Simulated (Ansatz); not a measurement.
## Ni: relaxation of cell and atoms

Computed with DFT, PBE, PAW with Ansatz's default frozen-core files, scalar-relativistic in Ansatz 0.2.0.

Command: `ansatz run input.yaml --threads 1 --pin off --max-ram 3072MiB --backend cpu --events-out ev --progress --plain --runs-dir out` The run took about 24 s on 1 thread of a shared machine.

```yaml
crystal:
  lattice:
    - [0.0, 2.5562732483, 2.5562732483]
    - [2.5562732483, 0.0, 2.5562732483]
    - [2.5562732483, 2.5562732483, 0.0]
  atoms:
    - { symbol: Ni, position: [0.0, 0.0, 0.0], spin: 1.5 }
    - { symbol: Ni, position: [0.25, 0.25, 0.25], spin: 1.5 }
magnetization:
  spin_polarized: true
kpoints:
  mp_grid: { grid: [11, 11, 11] }
scf:
  occupations: { method: fermi_dirac, width: 0.05 }
hamiltonian:
  xc: pbe
  pseudopotentials: { kind: paw }
output:
  forces: true
  stress: true
relax:
  f_tol: 0.005
  max_steps: 80
  cell: {}
```

The run is spin-polarised from parallel moments and ends with 1.62 μB in the cell; other orders may lie lower.

The cell is built from the diamond type as a first guess.

The cutoff is 420 eV; energies and pressures of the walk include the program's estimate of the Pulay term.

Each frame lists the cell vectors (Å), then Cartesian positions (Å); symmetry keeps all forces zero. Free energies count from the first step, -11677.0479 eV.

The walk took 4 evaluations in all; steps that aren't listed are left out.

Step 1: E = 0.0 meV, P = -0.64 GPa

```
cell 0.0000 2.5563 2.5563 2.5563 0.0000 2.5563 2.5563 2.5563 0.0000
Ni    0.0000    0.0000    0.0000
Ni    1.2781    1.2781    1.2781
```

Step 2: E = -0.4 meV, P = -0.35 GPa

```
cell 0.0000 2.5535 2.5535 2.5535 0.0000 2.5535 2.5535 2.5535 0.0000
Ni    0.0000    0.0000    0.0000
Ni    1.2767    1.2767    1.2767
```

(1) How does the relaxation end?

## Answers

(1) It converges, with a = 5.100 Å, b = 5.100 Å, c = 5.100 Å, α = 90.00°, β = 90.00°, γ = 90.00° (conventional cell, space group Fd-3m). The last solve (on a basis chosen afresh for the final cell, so its energy is not quite comparable) gives E = -0.5 meV, P = 0.01 GPa:
```
cell 0.0000 2.5501 2.5501 2.5501 0.0000 2.5501 2.5501 2.5501 0.0000
Ni    0.0000    0.0000    0.0000
Ni    1.2750    1.2750    1.2750
```
